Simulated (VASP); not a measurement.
# NaCl: optical spectrum of independent particles, by functional

NaCl, Pm-3m (no. 221), 2 atoms in the cell.

| Functional | ε at zero frequency, electronic | Mean energy of the absorption, weighted by Im ε (eV) | Refractive index at 633 nm | Refractive index at 1064 nm | Direct gap on the mesh (eV) | Time (s) |
|---|---|---|---|---|---|---|
| PBE | 2.95 | 10.52 | 1.75 | 1.73 | 4.46 | 9.7 |
| LDA | 3.10 | 10.19 | 1.80 | 1.77 | 4.11 | 8.8 |
| PBEsol | 3.02 | 10.38 | 1.77 | 1.75 | 4.33 | 9.2 |
| r2SCAN | 2.72 | 11.28 | 1.67 | 1.66 | 5.31 | 46 |
| RPBE | 2.86 | 10.74 | 1.72 | 1.70 | 4.74 | 8.4 |

Limits: The 8×8×8 mesh is coarse for a spectrum: peaks stand apart that a denser mesh merges; the pull between electron and hole is left out; the onset follows the functional's gap, which semilocal functionals usually make too small.

## Input of the first row

INCAR:
```
SYSTEM = NaCl
PREC = Accurate
ENCUT = 300
ISMEAR = 0
SIGMA = 0.02
EDIFF = 1E-7
LASPH = .True.
KPAR = 4
LWAVE = .True.
LCHARG = .False.
LOPTICS = .True.
ALGO = Normal
NBANDS = 23
NEDOS = 2000
CSHIFT = 0.1
GGA = PE
```

KPOINTS:
```
k-points
0
Gamma
  8 8 8
```

POSCAR:
```
NaCl
1.0
    3.5021900000      0.0000000000      0.0000000000
    0.0000000000      3.5021900000      0.0000000000
    0.0000000000      0.0000000000      3.5021900000
Cl Na
1 1
Direct
    0.5000000000      0.5000000000      0.5000000000
    0.0000000000      0.0000000000      0.0000000000
```

Commands:
```
cat potpaw_PBE.64/Cl/POTCAR potpaw_PBE.64/Na_pv/POTCAR > POTCAR
mpirun -np 4 vasp_std > vasp.out
```

Changes of the last row against the first:
```
- GGA = PE
+ GGA = RP
```

VASP 6.6.1 took 9.7 s on 4 cores (AMD EPYC 7R43 (Zen 3)), a shared host.
